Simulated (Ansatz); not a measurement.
Results of HSE06 (Ansatz, a quantum-chemistry and plane-wave program, PAW) for rock-salt LiI.

Settings: plane-wave cutoff 460 eV, 8×8×8 k mesh, Fermi–Dirac smearing 0.01 eV, scalar-relativistic PAW data made under PBE.

Energies at three volumes about the minimum:

| V (Å³/atom) | E − E_lowest (meV/atom) |
|---|---|
| 25.831 | 2.42 |
| 26.727 | 0.00 |
| 27.395 | 0.79 |

Fit a parabola by hand: where is the minimum, what lattice constant follows, and what is the bulk modulus?

Slopes: (0.00 − 2.42)/(26.727 − 25.831) = -2.701 and (0.79 − 0.00)/(27.395 − 26.727) = 1.183 meV/Å³. Curvature E″ = 2 × (1.183 − (-2.701))/(27.395 − 25.831) = 4.967 meV/Å⁶. From the middle of the first interval, the slope vanishes at V0 = 26.2790 − (-2.701)/4.967 = 26.823 Å³/atom. B = V0 E″ = 26.823 × 4.967 meV/Å³ × 0.1602 GPa per meV/Å³ = 21.3 GPa. With 8 atoms in the cube, a = (8 × 26.823)^(1/3) = 5.987 Å. The full Birch–Murnaghan fit to all volumes gives V0 = 26.804 Å³/atom and B0 = 20.6 GPa.

Measured, for comparison: bulk modulus 24 GPa (0 K, extrapolated to 0 K; as tabulated in Doll and Stoll (1998), arXiv:cond-mat/9801031). Computed less measured: bulk modulus -14 %.
